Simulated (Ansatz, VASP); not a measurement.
**GaAs in VASP and in Ansatz**

```
Ga As
1.0
     0.00000    2.72624    2.72624
     2.72624    0.00000    2.72624
     2.72624    2.72624    0.00000
Ga As
1 1
Direct
  0.00000 0.00000 0.00000
  0.75000 0.75000 0.75000
```

Alike in both runs: functional PBEsol; k mesh 8 × 8 × 8; no spin polarisation.

Ansatz relaxed the structure, and its values are those at the end. VASP's run is a single point on that final structure, the one shown.

|  | VASP | Ansatz |
| --- | --- | --- |
| version | VASP 6.6.1 | Ansatz 0.2.0 |
| potentials or method | VASP PAW PBE potentials, release 64 (Ga_d, As) | PAW with Ansatz's default frozen-core files, scalar-relativistic |
| plane-wave cutoff (eV) | 520 | 420 |
| occupations | gaussian, width 0.01 eV | fixed |
| valence electrons in the cell | 18 | 28 |

Ansatz gave:

```
gap on the k mesh at the Fermi level (eV) : 1.13
pressure (GPa)                            : 10.0
```

Q: Estimate VASP's values.

A: gap on the k mesh at the Fermi level (eV): 1.12; pressure (GPa): 10.3.

The two sets of potentials don't hold the same shells in valence.

Caveats: the PAW data sets were made with another functional, which shifts forces and pressure a little (VASP). A k mesh can miss the band edges.
